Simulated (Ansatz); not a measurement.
A (101) slab of GePt (Pnma (No. 62)), 10 planes, outer planes GePt2 (top) and GePt2 (bottom), with 22 atoms (Ge10Pt12) in a surface cell of A = 30.975 Å², as cut from the bulk:

```
CELL_PARAMETERS angstrom
3.70034 0.00000 0.00000
0.00000 8.37092 0.00000
0.00000 0.00000 25.25411
ATOMIC_POSITIONS crystal
Ge 0.75000 0.27545 0.29698
Pt 0.25000 0.07120 0.30281
Pt 0.75000 0.57191 0.30306
Pt 0.25000 0.36868 0.36606
Pt 0.75000 0.86939 0.36631
Ge 0.25000 0.66514 0.37214
Ge 0.25000 0.07188 0.40126
Ge 0.75000 0.33899 0.43330
Ge 0.75000 0.74574 0.46242
Pt 0.25000 0.54149 0.46825
Pt 0.75000 0.04220 0.46850
Pt 0.25000 0.83897 0.53150
Pt 0.75000 0.33968 0.53175
Ge 0.25000 0.13543 0.53758
Ge 0.25000 0.54218 0.56670
Ge 0.75000 0.80929 0.59874
Ge 0.75000 0.21603 0.62786
Pt 0.25000 0.01178 0.63369
Pt 0.75000 0.51249 0.63394
Pt 0.25000 0.30926 0.69694
Pt 0.75000 0.80998 0.69719
Ge 0.25000 0.60572 0.70302
```

These are results of Ansatz, DFT PBEsol, scalar-relativistic, plane waves, PAW, not measurements. Cutoff 420 eV; k points 9×4×1 on the computed 22-atom cell (Γ-centred); Gaussian smearing, width 0.10 eV; no spin polarisation. The cell repeats along c with a dipole correction in the vacuum.

The relaxed slab holds 10 formula units of GePt and 2 further Pt. Against those formula units in the bulk and the further Pt in its standard state it lies 5.387 eV higher. The formation energy of GePt from the standard states is -1.014 eV a formula unit (uncorrected, no zero-point or thermal terms).

Question: Over what range can the chemical potential of Pt vary, and what is the surface energy at both ends?

Answer: In contact with the bulk, μ(Pt) + μ(Ge) is fixed. With Δμ counted from the standard states, Δμ(Pt) ≤ 0 keeps elemental Pt from forming, and Δμ(Ge) ≤ 0 requires Δμ(Pt) ≥ ΔH = -1.014 eV. Other compounds of Pt and Ge can narrow this range. Then γ, the mean of both faces, = [5.387 eV − 2.00·Δμ(Pt)]/(2A). At the Pt-rich end (Δμ = 0): 5.387/(2 × 30.975) × 16.02 = 1.39 J/m². At the Pt-poor end: (5.387 + 2.028)/(2 × 30.975) × 16.02 = 1.92 J/m².

Question: How does its energy depend on growth conditions?

Answer: It carries an excess of Pt, so its energy falls by 0.52 J/m² for each eV that μ(Pt) rises: Pt-rich conditions lower it; whether it appears depends on the other terminations.

The surface energy stays positive over the whole range, from 1.39 J/m² at the Pt-rich end to 1.92 J/m² at the Pt-poor end, so creating this surface costs energy under all the conditions considered. The cut breaks Pt–Ge and Pt–Pt contacts, and the outer atoms lose part of the Pt 5d–Ge 4p hybridisation that helps bind the compound. The slope, by contrast, is set by stoichiometry: each face carries one surplus Pt atom per surface cell, which is cheaper to supply when the Pt reservoir is closer to the elemental metal. It is therefore no evidence that Pt segregates to the surface. The span between the two ends reflects the exothermic formation of GePt, since stronger compound formation widens the window in which Pt can be held below its elemental potential. In the listed coordinates the two faces are related by inversion, so the mean should apply to each face individually, provided relaxation kept that symmetry.
